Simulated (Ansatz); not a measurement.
## Cs: clamped-ion strain scan

Method: DFT PBE, scalar-relativistic, plane waves, PAW (Ansatz). Settings: plane waves to 420 eV, k-mesh 12×12×12 (Γ-centred), Gaussian smearing 0.15 eV. No spin polarisation. Energies are free energies at this smearing, counted from the undisturbed cell; pressure is positive in compression.

The undisturbed cell (as given, not relaxed at this level; it stands at 0.1 GPa):

```yaml
crystal:
  lattice:
    - [-3.02250, 3.02250, 3.02250]
    - [3.02250, -3.02250, 3.02250]
    - [3.02250, 3.02250, -3.02250]
  atoms:
    - { symbol: Cs, position: [0.00000, 0.00000, 0.00000] }
```

The cell is strained by ε times the Voigt pattern (0, 1, 0, 0, 0, 0) (xx, yy, zz, yz, xz, xy; engineering shear) with fractional coordinates fixed. The cell is metallic on the mesh throughout.

```
      ε  ΔE (meV/atom) stress summed along the pattern (GPa, tension positive) pressure (GPa)
-0.0200            2.1                                                    -0.18             0.2
-0.0150            1.5                                                    -0.16             0.2
-0.0100            0.9                                                        ?               ?
-0.0050            0.4                                                    -0.14             0.1
 0.0000            0.0                                                    -0.12             0.1
 0.0050           -0.4                                                    -0.11             0.1
 0.0100           -0.8                                                    -0.10             0.1
 0.0150              ?                                                        ?             0.1
 0.0175              ?                                                    -0.08               ?
 0.0200           -1.4                                                    -0.07             0.1
```

Q: Give the withheld values.

A: stress summed along the pattern (GPa, tension positive) at ε = -0.0100: -0.15; pressure (GPa) at ε = -0.0100: 0.1; ΔE (meV/atom) at ε = 0.0150: -1.1; stress summed along the pattern (GPa, tension positive) at ε = 0.0150: -0.09; ΔE (meV/atom) at ε = 0.0175: -1.2; pressure (GPa) at ε = 0.0175: 0.1.